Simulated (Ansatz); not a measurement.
**Relaxation of TiAl3**

The calculation used DFT PBE, scalar-relativistic, plane waves, PAW (Ansatz). Settings: 420 eV cutoff, 12×12×12 k-mesh, Gaussian smearing of 0.10 eV, no spin polarisation.

What was changed: relaxed at 50 GPa.

Other phases may be more stable at this pressure.

Command:

```bash
ansatz run input.yaml --threads 1 --pin off --max-ram 2560MiB --backend cpu --events-out ev --progress --plain --runs-dir out
```

Input:

```yaml
crystal:
  lattice:
    - [3.66390452, 0.0, 0.0]
    - [0.0, 3.66390452, 0.0]
    - [0.0, 0.0, 3.66390452]
  atoms:
    - { symbol: Ti, position: [0.0, 0.0, 0.0] }
    - { symbol: Al, position: [0.5, 0.5, 0.0] }
    - { symbol: Al, position: [0.5, 0.0, 0.5] }
    - { symbol: Al, position: [0.0, 0.5, 0.5] }
basis:
  ecutwfc: 420
kpoints:
  mp_grid: { grid: [12, 12, 12] }
hamiltonian:
  xc: pbe
scf:
  occupations: { method: gaussian, width: 0.1 }
output:
  forces: true
  stress: true
  eigenvalues: true
relax:
  adjacent_minimum: "off"
  f_tol: 0.008
  max_steps: 50
  cell: { stress_tol: 0.08, p_target: 50.0 }
```

F is the free energy. Steps run on the plane waves of an earlier cell, but the last one, and at times one on the way, on a freshly chosen basis, so a repeated geometry can differ a little in energy. The relaxation lowers the enthalpy F + PV at the target pressure, so F itself can rise.

Steps:

```
step F − F(1) (eV) largest force component (eV/Å) V (Å³/atom) P (GPa)
   1         0.0000                           0.000       12.296    43.14
   2         0.4115                           0.000       11.945    50.97
   3         0.3582                           0.000       11.987    49.97
   4         0.3586                           0.000       11.987    49.96
```

Relaxed structure:

```cif
data_structure
_symmetry_space_group_name_H-M 'P 1'
_symmetry_Int_Tables_number 1
_cell_length_a 3.6330
_cell_length_b 3.6330
_cell_length_c 3.6330
_cell_angle_alpha 90.000
_cell_angle_beta 90.000
_cell_angle_gamma 90.000
_cell_volume 47.95
loop_
_atom_site_label
_atom_site_type_symbol
_atom_site_fract_x
_atom_site_fract_y
_atom_site_fract_z
_atom_site_occupancy
Ti1 Ti 0.00000 0.00000 0.00000 1
Al1 Al 0.50000 0.50000 0.00000 1
Al2 Al 0.50000 0.00000 0.50000 1
Al3 Al 0.00000 0.50000 0.50000 1
```

Symmetry: Pm-3m, No. 221, cubic system. The conventional cell has a = 3.633 Å, b = 3.633 Å, c = 3.633 Å, α = 90.00°, β = 90.00°, γ = 90.00°. Around Ti (site symmetry m-3m) lie 12 Al at 2.57 Å. Around Al (site symmetry 4/mmm) lie 4 Ti at 2.57 Å and 8 Al at 2.57 Å.

The run converged. Time: 16 s on 1 thread of Arm Neoverse V2, with other jobs on the host, peak memory 0.35 GiB.